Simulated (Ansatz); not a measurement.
Runs of Ansatz 0.2.0 on MoP. The structure is hexagonal, space group P-6m2 (No. 187). Conventional cell: a = 3.223 Å, b = 3.223 Å, c = 3.191 Å, α = 90.00°, β = 90.00°, γ = 120.00°. Mo (site symmetry -6m2) is surrounded by 6 P at 2.45 Å. P (site symmetry -6m2) has 6 Mo at 2.45 Å as nearest neighbours. 

```csv
task,level,U,cell,k mesh,cutoff (eV),points for each segment of the path,hubbard projectors,double counting,atoms under strain,mesh quality,gap on the mesh (eV),pressure (GPa),V0 of scaled cells (Å³/atom),B0 (GPa)
equation of state,rPW86-PBE,-,as given,10 × 10 × 8,420,-,-,-,-,not flagged,-,-,15.09,198
density of states,r2SCAN,-,as given,10 × 10 × 8,500,-,-,-,-,not flagged,none,0.7,-,-
band structure,BLYP,-,as given,10 × 10 × 8,420,14,-,-,-,not flagged,none,13.4,-,-
relaxation of cell and atoms,exchange-only PBE,-,relaxed,10 × 10 × 8,420,-,-,-,-,not flagged,none,0.0,-,-
band structure,PBEsol,-,as given,10 × 10 × 8,420,14,-,-,-,not flagged,none,-3.8,-,-
band structure,LDA+U,Mo d U = 5.3 eV,as given,10 × 10 × 8,420,14,ortho-atomic (the default),fll (the default),-,not flagged,none,(a),-,-
equation of state,revPBE0,-,as given,5 × 5 × 4,420,-,-,-,-,coarse,-,-,(b),250
elastic constants,PBEsol,-,as given,8 × 8 × 7,420,-,-,-,clamped,not flagged,none,-3.7,-,-
```

Alike in all rows: potentials or basis Ansatz PAW; no spin polarisation; smearing fermi-dirac 0.05 eV.

**Question.** Estimate the missing entries.

**Answer.** (a) -8.9; (b) 14.18.

Caveats: some runs use coarse meshes; the PAW data sets come from PBE, with cores solved anew for the run's functional, which leaves a small shift of forces and pressure (some runs); the potentials were made for another functional, which shifts forces and pressure (some runs); the cell was scaled at fixed shape and fractional positions, which overstates the stiffness of a crystal with free parameters, most of all of layers and chains (some runs); the plane-wave basis is chosen anew once the cell has moved, so the energies of steps on either side of that aren't comparable (some runs); the volume moved by +14 % from the deposited cell, more than functionals usually miss (some runs); U without spin polarisation on a metal has little footing (some runs); the U is typed as a test and isn't derived for this compound (some runs).

A k mesh can miss the band edges, and the runs leave out spin-orbit coupling on Mo.

A gap of «none» marks a metal or a gap under the smearing width.

Runs at the PBE level aren't shown here.
